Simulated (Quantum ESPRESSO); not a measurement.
# SrO in Quantum ESPRESSO: the effect of functional

The system is SrO, a sheet with vacuum.

```
Sr O
1.0
     4.89300    0.00000    0.00000
     0.00000    4.89300    0.00000
     0.00000    0.00000   30.41690
Sr O
2 2
Direct
  0.00000 0.00000 0.29589
  0.50000 0.50000 0.29589
  0.50000 0.00000 0.30499
  0.00000 0.50000 0.28678
```

The cell was built by a generator and needn't be a form met in nature.

Alike in all runs:

```yaml
Program: Quantum ESPRESSO 7.5
Task: work function
Potentials_or_basis: SG15 PBE 1.2
Cutoff: 1197 eV
Density_cutoff: 4789 eV
k_mesh: 5 × 5 × 1
Occupations: fermi-dirac, width 0.05 eV
Spin: no spin polarisation
```

```csv
functional,gap on the mesh (eV),largest force (eV/Å)
LDA,2.02,0.11
PBEsol,2.10,0.08
PBE,1.98,0.03
RPBE,1.88,0.03
revPBE,?,?
AM05,2.13,0.05
PW91,1.94,0.06
```

Task: What does the run with functional revPBE give?

Result: gap on the mesh 2.01 eV; largest force 0.01 eV/Å.

Caveats: ionisation potential and electron affinity come from Kohn-Sham levels, which understate the gap; the potentials were made for another functional, which shifts forces and pressure (some runs).

A k mesh can miss the band edges.
